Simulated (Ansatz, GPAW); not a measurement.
Given: the input of a run of GPAW 26.7.0 (ASE script) on Sn. 

File run.py:

```python
from ase.dft.bandgap import bandgap
from ase.io import read, write
from ase.units import Bohr, GPa
from gpaw import GPAW, PW
from gpaw.elf import elf_from_dft_calculation

atoms = read('Sn.xyz')

calc = GPAW(mode=PW(600),
            xc='PBE',
            kpts={'size': (9, 9, 9), 'gamma': True},
            occupations={'name': 'methfessel-paxton', 'order': 0, 'width': 0.014},
            nbands=24,
            convergence={'density': 1e-05, 'energy': 1e-05},
            maxiter=150,
            txt='gpaw.txt')
atoms.calc = calc
energy = atoms.get_potential_energy()
forces = atoms.get_forces()
stress = atoms.get_stress()
calc.write('gs.gpw')
write('result.traj', atoms)
print(f'Energy: {energy:.6f} eV')
print('Forces (eV/A):')
print(forces.round(4))
print('Stress (GPa):', (stress / GPa).round(3))
print('Fermi level:', round(calc.get_fermi_level(), 4), 'eV')
print(f'Gap: {bandgap(calc)[0]:.4f} eV, direct: {bandgap(calc, direct=True)[0]:.4f} eV')

# fields on the real-space grid
write('density.cube', atoms, data=calc.get_pseudo_density() * Bohr**3)
write('potential.cube', atoms, data=calc.get_electrostatic_potential())
write('elf.cube', atoms, data=elf_from_dft_calculation(calc).data)
```

Sn.xyz

```xyz
2
Lattice="-2.9401404553 2.9401404553 1.5993019889 2.9401404553 -2.9401404553 1.5993019889 2.9401404553 2.9401404553 -1.5993019889" Properties=species:S:1:pos:R:3 pbc="T T T"
Sn     0.0000000000      0.0000000000      0.0000000000
Sn     0.0000000000      2.9401404553      0.7996509944
```

Potentials or basis: GPAW PAW data sets (gpaw-data 1.2.1), pw.

Run with:

```console
$ OMP_NUM_THREADS=1 python run.py
```

Problem. What does the same run look like in Ansatz 0.2.0? Potentials or basis there: all-electron LAPW, scalar-relativistic.

Solution. As run (cutoffs and basis follow the program's own potentials, and thresholds, step limits or extra output files can differ):

Contents of input.yaml:

```yaml
crystal:
  lattice:
    - [-2.9401404553, 2.9401404553, 1.5993019889]
    - [2.9401404553, -2.9401404553, 1.5993019889]
    - [2.9401404553, 2.9401404553, -1.5993019889]
  atoms:
    - { symbol: Sn, position: [0.0, 0.0, 0.0] }
    - { symbol: Sn, position: [0.75, 0.25, 0.5] }
kpoints:
  mp_grid: { grid: [9, 9, 9] }
scf:
  occupations: { method: gaussian, width: 0.014 }
hamiltonian:
  xc: pbe
  pseudopotentials: { kind: all_electron, lapw: { basis_error: 0.001 } }
output:
  forces: true
  stress: true
  eigenvalues: true
```

Potentials or basis: all-electron LAPW, scalar-relativistic.

Command:

```console
$ ansatz run input.yaml --threads 1 --pin off --max-ram 3072MiB --backend cpu --events-out ev --progress --plain --runs-dir out
```

Both were run:

|  | GPAW | Ansatz |
| --- | --- | --- |
| Pressure | 1.1 GPa | 1.4 GPa |

Where Ansatz's input types no cutoff or centring, it takes its own default and a Γ-centred mesh.

Pressure is positive in compression.
